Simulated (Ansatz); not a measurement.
**C2H6O2: one species, many methods**

The task here is to estimate one member of a computed series from the others.

The runs use Ansatz 0.2.0, Gaussian basis; functionals in def2-TZVPP, the program's frozen cores in correlated methods.

Levels to be run: PBE-D4, r2SCAN-D4, PBE0-D4, B3LYP-D4, ωB97X-V, ωB97M-V, B2PLYP; CCSD(T)/def2-TZVPP; CCSD(T)/def2-QZVPP; extrapolation to the limit.

### The relaxed structure

An earlier PBE0-D4 in a triple-zeta def2 set relaxation fixed the geometry.

SMILES `OCCO`, 10 atoms, charge 0, spin multiplicity 1.

Atoms are counted from 1 here; the program's logs count them from 0.

Bond lengths: O1–C2 1.410 Å, O1–H5 0.960 Å, C2–C3 1.519 Å, C2–H6 1.098 Å, C2–H7 1.095 Å, C3–O4 1.410 Å, C3–H8 1.098 Å, C3–H9 1.095 Å, O4–H10 0.960 Å. Angles: C2–O1–H5 108.5°, O1–C2–C3 112.2°, O1–C2–H6 112.1°, O1–C2–H7 106.0°, C3–C2–H6 109.4°, C3–C2–H7 109.7°, H6–C2–H7 107.3°, C2–C3–O4 112.2°, C2–C3–H8 109.4°, C2–C3–H9 109.7°, O4–C3–H8 112.1°, O4–C3–H9 106.0°, H8–C3–H9 107.3°, C3–O4–H10 108.5°.

Set-up of the first run:

The input, in.yaml:

```yaml
crystal:
  periodic: [false, false, false]
  atoms:
    - {symbol: O, position_ang: [-0.247149, -0.835204, 1.617075]}
    - {symbol: C, position_ang: [-0.226575, 0.225823, 0.688793]}
    - {symbol: C, position_ang: [0.226614, -0.225839, -0.688786]}
    - {symbol: O, position_ang: [0.247087, 0.835179, -1.617077]}
    - {symbol: H, position_ang: [-0.939241, -1.450203, 1.361683]}
    - {symbol: H, position_ang: [-1.202787, 0.721287, 0.606624]}
    - {symbol: H, position_ang: [0.479436, 0.961393, 1.087123]}
    - {symbol: H, position_ang: [1.202857, -0.721248, -0.606630]}
    - {symbol: H, position_ang: [-0.479360, -0.961447, -1.087100]}
    - {symbol: H, position_ang: [0.939117, 1.450249, -1.361693]}
basis:
  gaussian: {orbitals: def2-TZVPP}
hamiltonian: {xc: pbe, dispersion: d4}
output: {forces: true, orbitals: {seedname: orbitals}}
```

The run is started by

```sh
ansatz run in.yaml --threads 2 --pin off --events-out ev --progress --plain --max-ram 32768MiB --backend cpu
```

Steps of the session up to this table: PBE-D4 (GGA); r2SCAN-D4 (meta-GGA); PBE0-D4 (hybrid); B3LYP-D4 (hybrid); ωB97X-V (range-separated); ωB97M-V (range-separated); B2PLYP (double hybrid); CCSD(T) in def2-TZVPP; CCSD(T) in def2-QZVPP.

One of the session's tables, all rows but one given; the rest of the session is left out.

It belongs to the step «Atomisation energies». 

```
            method  atomisation energy (kJ/mol)
            PBE-D4                       3878.5
         r2SCAN-D4                            ?
           PBE0-D4                       3790.6
          B3LYP-D4                       3782.7
           ωB97X-V                       3791.8
           ωB97M-V                       3799.9
            B2PLYP                       3750.2
     HF/def2-TZVPP                       2676.5
    MP2/def2-TZVPP                       3765.5
   CCSD/def2-TZVPP                       3643.3
CCSD(T)/def2-TZVPP                       3698.7
           MP2/CBS                       3866.2
       CCSD(T)/CBS                       3793.6
```

**Question.** Estimate the row for r2SCAN-D4.

The run gave: atomisation energy (kJ/mol): 3790.8. In the column «atomisation energy (kJ/mol)» it lies between PBE0-D4 (3790.6) and ωB97X-V (3791.8).

To keep in mind: Free atoms (2 O, 2 C, 6 H) were run apart at each level; the atomisation energy is their sum less the molecule, without zero-point or spin-orbit terms.
